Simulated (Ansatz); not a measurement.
# Ag: response to strain

Aim: deform Ag (zz strain of -3 %) and compute stress, forces and field gradients with LAPW, PAW and all-electron datasets made for the crystal.

Method: DFT PBE, scalar-relativistic, in Ansatz 0.2.0.

## (1) The system as given

Symmetry: P6_3/mmc, No. 194, hexagonal system. The conventional cell has a = 2.886 Å, b = 2.886 Å, c = 10.000 Å, α = 90.00°, β = 90.00°, γ = 120.00°. Ag (site symmetry -6m2) is surrounded by 12 Ag at 2.89 to 3.00 Å. Ag (site symmetry -3m) is surrounded by 12 Ag at 2.89 to 3.00 Å.

Coordinates:

```
Ag
1.0
     2.88620    0.00000    0.00000
    -1.44310    2.49952    0.00000
     0.00000    0.00000   10.00000
Ag
4
Direct
  0.33333 0.66667 0.25000
  0.66667 0.33333 0.75000
  0.00000 0.00000 0.00000
  0.00000 0.00000 0.50000
```

Atoms are numbered in the order of the input: Ag1, Ag2, Ag3, Ag4.

## (2) The deformed structure

Space group P6_3/mmc before, P6_3/mmc after.

## (3) LAPW, all electrons

File input.yaml:

```yaml
crystal:
  lattice:
    - [2.8861989086, 0.0, 0.0]
    - [-1.4430994543, 2.4995215753, 0.0]
    - [0.0, 0.0, 9.7]
  atoms:
    - { symbol: Ag, position: [0.3333333333, 0.6666666667, 0.25] }
    - { symbol: Ag, position: [0.6666666667, 0.3333333333, 0.75] }
    - { symbol: Ag, position: [0.0, 0.0, 0.0] }
    - { symbol: Ag, position: [0.0, 0.0, 0.5] }
kpoints:
  mp_grid: { grid: [14, 14, 4] }
  band_path:
    path:
      - [0.0, 0.0, 0.0]
      - [0.5, 0.0, 0.0]
      - [0.3333333333, 0.3333333333, 0.0]
      - [0.0, 0.0, 0.0]
      - [0.0, 0.0, 0.5]
      - [0.5, 0.0, 0.5]
      - [0.3333333333, 0.3333333333, 0.5]
      - [0.0, 0.0, 0.5]
      - [0.5, 0.0, 0.5]
    npoints: 5
scf:
  occupations: { method: fermi_dirac, width: 0.08 }
hamiltonian:
  xc: pbe
  pseudopotentials: { kind: all_electron, lapw: { basis_error: 0.0005 } }
output:
  forces: true
  stress: true
  eigenvalues: true
```

Launch:

```sh
ansatz run input.yaml --threads 1 --pin off --max-ram 4096MiB --backend cpu --events-out ev --progress --plain --runs-dir out
```

## (4) Frozen-core PAW

File input.yaml:

```yaml
crystal:
  lattice:
    - [2.8861989086, 0.0, 0.0]
    - [-1.4430994543, 2.4995215753, 0.0]
    - [0.0, 0.0, 9.7]
  atoms:
    - { symbol: Ag, position: [0.3333333333, 0.6666666667, 0.25] }
    - { symbol: Ag, position: [0.6666666667, 0.3333333333, 0.75] }
    - { symbol: Ag, position: [0.0, 0.0, 0.0] }
    - { symbol: Ag, position: [0.0, 0.0, 0.5] }
kpoints:
  mp_grid: { grid: [14, 14, 4] }
scf:
  occupations: { method: fermi_dirac, width: 0.08 }
hamiltonian:
  xc: pbe
  pseudopotentials: { kind: paw }
output:
  forces: true
  stress: true
  eigenvalues: true
  efg: { contact_densities: true }
```

## (5) Datasets made for this crystal

input.yaml, as its differences from that of step 4:

```diff
@@ -16,3 +16,3 @@
   xc: pbe
-  pseudopotentials: { kind: paw }
+  pseudopotentials: { kind: all_electron, datasets: crystal }
 output:
```

(Steps that only read results are left out.)

Q: Predict the outcome of this session. Wanted: pressure; largest shear or deviatoric stress.

**Answer**, as computed:

```
                                 quantity                                           value
                                 pressure  LAPW 2.15, PAW 2.17, crystal datasets 2.15 GPa
largest shear or deviatoric stress (LAPW)                                        2.02 GPa
```

What this shows: The largest part of the stress beyond the pressure is 2.02 GPa in size, in the zz component; the atoms are carried along and not relaxed. No run of the undeformed cell stands beside it, so the pressure holds what the given cell had before the change. PAW: stress within 0.02 GPa of LAPW. Crystal datasets: stress within 0.01 GPa of LAPW.
